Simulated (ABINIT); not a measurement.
# AlN (F-43m) in ABINIT: a series of runs, part 2 of 2

ABINIT 10.8.3 (patched build). Earlier steps stand in the parts before.

**3. Band structure, LDA**

Input file run.abi:

```
# Datasets: ground state, then fixed potential
ndtset 2

# Pseudopotentials
pp_dirpath "./"
pseudos "Al.upf, N.upf"

# Structure
acell 3*1.0
rprim
     0.0000000000     4.1271496856     4.1271496856
     4.1271496856     0.0000000000     4.1271496856
     4.1271496856     4.1271496856     0.0000000000
ntypat 2
znucl 13 7
natom 2
typat 1 2
xred
     0.0000000000     0.0000000000     0.0000000000
     0.2500000000     0.2500000000     0.2500000000

# Plane-wave basis
ecut 42.0

# Exchange and correlation
ixc 7

# Bands and occupations
occopt 3
tsmear 0.00183747

# SCF cycle
nstep 100

# Output
iomode 3
prtwf 0
prteig 0
prtebands 0
enunit 2
prtden1 1

# Dataset 1
kptopt1 1
ngkpt1 10 10 10
nshiftk1 1
shiftk1 0.0 0.0 0.0
nband1 8
tolvrs1 1.0e-10

# Dataset 2: bands along G-X-W-K-G-L-U-W-L-K
iscf2 -2
getden2 1
nband2 12
nbdbuf2 2
tolwfr2 1.0e-12
kptopt2 -9
ndivsm2 5
prteig2 1
kptbounds2
     0.0000000000     0.0000000000     0.0000000000
     0.5000000000     0.0000000000     0.5000000000
     0.5000000000     0.2500000000     0.7500000000
     0.3750000000     0.3750000000     0.7500000000
     0.0000000000     0.0000000000     0.0000000000
     0.5000000000     0.5000000000     0.5000000000
     0.6250000000     0.2500000000     0.6250000000
     0.5000000000     0.2500000000     0.7500000000
     0.5000000000     0.5000000000     0.5000000000
     0.3750000000     0.3750000000     0.7500000000
```

Potentials or basis: PseudoDojo NC SR LDA v0.4.1 standard.

Run with:

```
$ abinit run.abi > log 2>&1
```

run.abo:

```text
.Version 10.8.3 of ABINIT
 DATASET    1 : space group F-4 3 m (#216); Bravais cF (face-center cubic)
================================================================================
 Values of the parameters that define the memory need for DATASET  1.
     intxc =       0    ionmov =       0      iscf =       7    lmnmax =       6
     lnmax =       6     mgfft =      36  mpssoang =       3    mqgrid =    3001
     natom =       2  nloc_mem =       1    nspden =       1   nspinor =       1
    nsppol =       1      nsym =      24    n1xccc =    2501    ntypat =       2
    occopt =       3   xclevel =       1
       mpw =        1849          nfft =       46656          nkpt =          47
================================================================================
================================================================================

 DATASET    2 : space group F-4 3 m (#216); Bravais cF (face-center cubic)
================================================================================
 Values of the parameters that define the memory need for DATASET  2.
     intxc =       0    ionmov =       0      iscf =      -2    lmnmax =       6
     lnmax =       6     mgfft =      36  mpssoang =       3    mqgrid =    3001
     natom =       2  nloc_mem =       1    nspden =       1   nspinor =       1
    nsppol =       1      nsym =      24    n1xccc =    2501    ntypat =       2
    occopt =       3   xclevel =       1
       mpw =        1853          nfft =       46656          nkpt =          87
================================================================================
================================================================================

--------------------------------------------------------------------------------
------------- Echo of variables that govern the present computation ------------
--------------------------------------------------------------------------------
 -outvars: echo values of preprocessed input variables --------
            acell      1.0000000000E+00  1.0000000000E+00  1.0000000000E+00 Bohr
              amu      2.69815390E+01  1.40067400E+01
             ecut      4.20000000E+01 Hartree
           enunit           2
           getden1          0
           getden2          1
             iscf1          7
[... 988 lines left out ...]
  -0.24030    0.04433    0.06740    0.15138    0.38962    0.56826    0.67506    0.71637
   0.75445    0.92677    1.09651    1.15870
 Eigenvalues (   eV  ) for nkpt=  87  k points:
 kpt#   1, nband= 12, wtk=  1.00000, kpt=  0.0000  0.0000  0.0000 (reduced coord)
  -9.30334    5.50846    5.50846    5.50846    9.75219   17.86634   17.86634   17.86634
  23.11294   23.11294   24.44250   24.44250
 kpt#   2, nband= 12, wtk=  1.00000, kpt=  0.0357  0.0000  0.0357 (reduced coord)
  -9.27767    5.38896    5.48040    5.48040    9.88187   17.77741   17.90330   17.90330
  22.33533   23.15126   24.52222   24.52224
 kpt#   3, nband= 12, wtk=  1.00000, kpt=  0.0714  0.0000  0.0714 (reduced coord)
  -9.20114    5.07136    5.39875    5.39875   10.22391   17.52938   18.01161   18.01161
  21.08768   23.26613   24.76034   24.76034
 kpt#   4, nband= 12, wtk=  1.00000, kpt=  0.1071  0.0000  0.1071 (reduced coord)
  -9.07519    4.63452    5.27069    5.27069   10.67886   17.16824   18.18434   18.18434
  19.83467   23.45730   25.15365   25.15367
 kpt#   5, nband= 12, wtk=  1.00000, kpt=  0.1429  0.0000  0.1429 (reduced coord)
  -8.90232    4.14158    5.10658    5.10658   11.14109   16.74990   18.41170   18.41170
  18.69131   23.72443   25.69609   25.69610
 kpt#   6, nband= 12, wtk=  1.00000, kpt=  0.1786  0.0000  0.1786 (reduced coord)
  -8.68630    3.63097    4.91839    4.91839   11.49615   16.33273   17.74565   18.68275
[... 230 lines left out ...]
  -6.87250    0.26604    3.24032    4.59423   12.32744   14.78448   17.64146   17.89539
  22.20092   24.48427   26.95213   29.85742
 kpt#  84, nband= 12, wtk=  1.00000, kpt=  0.4167  0.4167  0.6667 (reduced coord)
  -6.76595    0.54300    2.71796    4.45914   11.79843   15.20858   17.74018   18.36421
  21.63175   24.43860   28.10676   29.99851
 kpt#  85, nband= 12, wtk=  1.00000, kpt=  0.4028  0.4028  0.6944 (reduced coord)
  -6.66536    0.85054    2.23678    4.33003   11.32784   15.47578   17.90966   18.81218
  21.13493   24.53158   29.22283   30.18810
 kpt#  86, nband= 12, wtk=  1.00000, kpt=  0.3889  0.3889  0.7222 (reduced coord)
  -6.58456    1.14440    1.86349    4.21467   10.92701   15.54499   18.15345   19.19755
  20.75184   24.79079   29.79375   30.78151
 kpt#  87, nband= 12, wtk=  1.00000, kpt=  0.3750  0.3750  0.7500 (reduced coord)
  -6.53885    1.20638    1.83400    4.11925   10.60198   15.46302   18.36943   19.49350
  20.52971   25.21878   29.83746   31.52981

== END DATASET(S) ==============================================================
================================================================================

 -outvars: echo values of variables after computation  --------
            acell      1.0000000000E+00  1.0000000000E+00  1.0000000000E+00 Bohr
           etotal1    -1.2841776046E+01
            fcart1    -0.0000000000E+00 -0.0000000000E+00 -0.0000000000E+00
                      -0.0000000000E+00 -0.0000000000E+00 -0.0000000000E+00
            rprim      0.0000000000E+00  4.1271496856E+00  4.1271496856E+00
                       4.1271496856E+00  0.0000000000E+00  4.1271496856E+00
                       4.1271496856E+00  4.1271496856E+00  0.0000000000E+00
           strten1     1.6372204902E-04  1.6372204902E-04  1.6372204902E-04
                       0.0000000000E+00  0.0000000000E+00  0.0000000000E+00
           xangst      0.0000000000E+00  0.0000000000E+00  0.0000000000E+00
                       1.0919967791E+00  1.0919967791E+00  1.0919967791E+00
             xred      0.0000000000E+00  0.0000000000E+00  0.0000000000E+00
                       2.5000000000E-01  2.5000000000E-01  2.5000000000E-01
 Calculation completed.
```

It took 52 s on 1 thread of Arm Neoverse V1, shared host; peak memory 0.11 GiB.

Results:

```yaml
Free_energy: -349.4425 eV
Pressure: -4.8 GPa
Band_gap_on_the_k_mesh: 3.26 eV, indirect (least direct gap 4.24 eV)
Band_gap_along_the_path: 3.26 eV, indirect (least direct gap 4.24 eV)
Valence_electrons_inside_the_program's_atomic_spheres: Al 1.12; N 5.34
```

Levels at the corners of the path, in eV from the valence-band top:
| point | band 1 | band 2 | band 3 | band 4 | band 5 | band 6 | band 7 | band 8 |
| --- | --- | --- | --- | --- | --- | --- | --- | --- |
| Γ | -14.81 | 0.00 | 0.00 | 0.00 | 4.24 | 12.36 | 12.36 | 12.36 |
| X | -12.03 | -4.95 | -1.80 | -1.80 | 3.26 | 8.44 | 13.72 | 15.47 |
| W | -11.97 | -3.83 | -3.48 | -2.73 | 5.98 | 11.28 | 11.84 | 11.95 |
| K | -12.05 | -4.30 | -3.67 | -1.39 | 5.09 | 9.95 | 12.86 | 13.99 |
| Γ | -14.81 | 0.00 | 0.00 | 0.00 | 4.24 | 12.36 | 12.36 | 12.36 |
| L | -12.69 | -5.91 | -0.49 | -0.49 | 7.28 | 9.77 | 11.01 | 11.01 |
| U | -12.05 | -4.30 | -3.67 | -1.39 | 5.09 | 9.95 | 12.86 | 13.99 |
| W | -11.97 | -3.83 | -3.48 | -2.73 | 5.98 | 11.28 | 11.84 | 11.95 |
| L | -12.69 | -5.91 | -0.49 | -0.49 | 7.28 | 9.77 | 11.01 | 11.01 |
| K | -12.05 | -4.30 | -3.67 | -1.39 | 5.09 | 9.95 | 12.86 | 13.99 |

A hybrid or GW would open this gap; LDA tends to underestimate it.

**4. Band structure, BP86**

Changes to run.abi since step 3:

```diff
@@ -8,7 +8,7 @@
 # Structure
-acell 3*1.0
+acell 3*1.0 Angstrom
 rprim
-     0.0000000000     4.1271496856     4.1271496856
-     4.1271496856     0.0000000000     4.1271496856
-     4.1271496856     4.1271496856     0.0000000000
+     0.0000000000     2.1839935596     2.1839935596
+     2.1839935596     0.0000000000     2.1839935596
+     2.1839935596     2.1839935596     0.0000000000
 ntypat 2
@@ -17,11 +17,11 @@
 typat 1 2
-xred
+xcart
      0.0000000000     0.0000000000     0.0000000000
-     0.2500000000     0.2500000000     0.2500000000
+     2.0635748428     2.0635748428     2.0635748428
 
 # Plane-wave basis
-ecut 42.0
+ecut 1142.878222 eV
 
 # Exchange and correlation
-ixc 7
+ixc -106132
 
@@ -29,3 +29,3 @@
 occopt 3
-tsmear 0.00183747
+tsmear 0.05 eV
```

Potentials or basis: PseudoDojo NC SR PBE v0.4.1 standard.

Run with:

```
$ abinit run.abi > log 2>&1
```

run.abo:

```text
.Version 10.8.3 of ABINIT
 DATASET    1 : space group F-4 3 m (#216); Bravais cF (face-center cubic)
================================================================================
 Values of the parameters that define the memory need for DATASET  1.
     intxc =       0    ionmov =       0      iscf =       7    lmnmax =       6
     lnmax =       6     mgfft =      36  mpssoang =       3    mqgrid =    3001
     natom =       2  nloc_mem =       1    nspden =       1   nspinor =       1
    nsppol =       1      nsym =      24    n1xccc =    2501    ntypat =       2
    occopt =       3   xclevel =       2
       mpw =        1849          nfft =       46656          nkpt =          47
================================================================================
================================================================================

 DATASET    2 : space group F-4 3 m (#216); Bravais cF (face-center cubic)
================================================================================
[... 1262 lines left out ...]
 kpt#  87, nband= 12, wtk=  1.00000, kpt=  0.3750  0.3750  0.7500 (reduced coord)
  -7.17870    0.88159    1.50455    3.74578   10.38297   15.29160   18.21383   19.33485
  20.38497   25.09800   29.73134   31.43929

== END DATASET(S) ==============================================================
================================================================================

 -outvars: echo values of variables after computation  --------
            acell      1.8897261259E+00  1.8897261259E+00  1.8897261259E+00 Bohr
           etotal1    -1.2833407384E+01
            fcart1    -0.0000000000E+00 -0.0000000000E+00 -0.0000000000E+00
                      -0.0000000000E+00 -0.0000000000E+00 -0.0000000000E+00
            rprim      0.0000000000E+00  2.1839935596E+00  2.1839935596E+00
                       2.1839935596E+00  0.0000000000E+00  2.1839935596E+00
                       2.1839935596E+00  2.1839935596E+00  0.0000000000E+00
           strten1    -1.8901231047E-04 -1.8901231047E-04 -1.8901231047E-04
                       0.0000000000E+00  0.0000000000E+00  0.0000000000E+00
           xangst      0.0000000000E+00  0.0000000000E+00  0.0000000000E+00
                       1.0919967798E+00  1.0919967798E+00  1.0919967798E+00
             xred      0.0000000000E+00  0.0000000000E+00  0.0000000000E+00
                       2.5000000000E-01  2.5000000000E-01  2.5000000000E-01
 Calculation completed.
```

Wall time 53 s (1 thread of Arm Neoverse V1, shared host); peak memory 0.11 GiB.

What came out:

* Free energy: -349.2148 eV
* Pressure: 5.6 GPa
* Band gap on the k mesh: 3.44 eV, indirect (least direct gap 4.29 eV)
* Band gap along the path: 3.44 eV, indirect (least direct gap 4.29 eV)
* Valence electrons inside the program's atomic spheres: Al 1.10; N 5.39

Levels at the corners of the path, in eV from the valence-band top:
```tsv
point	band 1	band 2	band 3	band 4	band 5	band 6	band 7	band 8
Γ	-14.95	0.00	0.00	0.00	4.29	12.63	12.63	12.63
X	-12.27	-4.88	-1.77	-1.77	3.44	8.71	13.97	15.76
W	-12.22	-3.76	-3.42	-2.67	6.14	11.50	12.04	12.20
K	-12.29	-4.23	-3.61	-1.37	5.27	10.18	13.10	14.22
Γ	-14.95	0.00	0.00	0.00	4.29	12.63	12.63	12.63
L	-12.91	-5.82	-0.48	-0.48	7.46	9.95	11.22	11.22
U	-12.29	-4.23	-3.61	-1.37	5.27	10.18	13.10	14.22
W	-12.22	-3.76	-3.42	-2.67	6.14	11.50	12.04	12.20
L	-12.91	-5.82	-0.48	-0.48	7.46	9.95	11.22	11.22
K	-12.29	-4.23	-3.61	-1.37	5.27	10.18	13.10	14.22
```

Caveat: the potentials were made for another functional, which shifts forces and pressure.

**5. Equation of state, BLYP+D2**

Input file run.abi:

```
ndtset 7
getwfk -1
scalecart1 3*0.9795861087
scalecart2 3*0.9864848297
scalecart3 3*0.9932883884
scalecart4 3*1.0000000000
scalecart5 3*1.0066227096
scalecart6 3*1.0131594038
scalecart7 3*1.0196128224

pp_dirpath "./"
pseudos "Al.GGA_PBE-JTH.xml, N.GGA_PBE-JTH.xml"

acell 3.0886333121 3.0886333121 3.0886333121 Angstrom
rprim
     0.0000000000     0.7071067812     0.7071067812
     0.7071067812     0.0000000000     0.7071067812
     0.7071067812     0.7071067812     0.0000000000
ntypat 2
znucl 13 7
natom 2
typat 1 2
xred
     0.0000000000     0.0000000000     0.0000000000
     0.2500000000     0.2500000000     0.2500000000

ecut 25.0
pawecutdg 47.0

kptopt 1
ngkpt 10 10 10
nshiftk 1
shiftk 0.0 0.0 0.0

ixc -106131
vdw_xc 5

nband 8
occopt 3
tsmear 0.00183747

nstep 100
tolvrs 1.0e-9

iomode 3
prtwf 1
prtden 0
prteig 0
prtebands 0
enunit 1
```

Potentials or basis: JTH PAW PBE v2.0.

Run with:

```
$ abinit run.abi > log 2>&1
```

Run time: 78 s. Hardware: 1 thread of Arm Neoverse V1, shared host; peak memory 0.13 GiB.

Results (log left out):

```yaml
Equilibrium_volume: 10.60 Å³/atom
Bulk_modulus: 183 GPa
Pressure_derivative_of_the_bulk_modulus: "3.9 (rough: it moves with the points fitted)"
```

Energy against volume, from the lowest point:
```
volume (Å³/atom)  energy (meV/atom)
           9.792              40.03
          10.001              21.31
          10.209               8.76
          10.417               1.78
          10.626               0.00
          10.834               2.84
          11.042               9.81
```

Caveat: the cutoff is too short for stress, so the log's stress isn't used; pressures at fixed basis lie under the slope of the energies; the PAW data sets were made with another functional, which shifts forces and pressure a little.

**6. Overview**

| task | level | potentials or basis | cutoff (eV) | fine-grid cutoff | gap on the mesh (eV) | pressure (GPa) | V0 of scaled cells (Å³/atom) | B0 (GPa) |
| --- | --- | --- | --- | --- | --- | --- | --- | --- |
| equation of state | HCTH407 | JTH PAW PBE v2.0 | 680 | 1278.94 eV | - | - | 10.64 | 193 |
| band structure | LDA | PseudoDojo NC SR LDA v0.4.1 standard | 1143 | - | 3.26 | -4.8 | - | - |
| band structure | BP86 | PseudoDojo NC SR PBE v0.4.1 standard | 1143 | - | 3.44 | 5.6 | - | - |
| equation of state | BLYP+D2 | JTH PAW PBE v2.0 | 680 | 1278.94 eV | - | - | 10.60 | 183 |

Alike in all rows: no spin polarisation; cell as given; k mesh 10 × 10 × 10; smearing fermi-dirac 0.05 eV.

Caveats: pressures at fixed basis lie under the slope of the energies (some runs); the PAW data sets were made with another functional, which shifts forces and pressure a little (some runs); the potentials were made for another functional, which shifts forces and pressure (some runs).

Absolute energies hang on the potentials; compare differences alone.
